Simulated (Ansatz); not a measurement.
ZrN:

```
Zr N
1.0
     0.00000    2.30000    2.30000
     2.30000    0.00000    2.30000
     2.30000    2.30000    0.00000
Zr N
1 1
Direct
  0.50000 0.50000 0.50000
  0.00000 0.00000 0.00000
```

Base run:

- Program: Ansatz 0.2.0
- Functional: PBE
- Potentials or basis: all-electron LAPW, scalar-relativistic
- Cutoff: 281 eV (chosen from the basis error)
- Basis error allowed: 0.001 eV/atom
- k mesh: 10 × 10 × 10
- Occupations: gaussian, width 0.028 eV
- Spin: no spin polarisation

Its results: pressure -0.8 GPa.

Task: The run is repeated on the same cell with these changes: functional from PBE to LDA; occupations from gaussian, width 0.028 eV to fermi-dirac, width 0.05 eV. What comes out?

Result: Pressure -12.6 GPa.
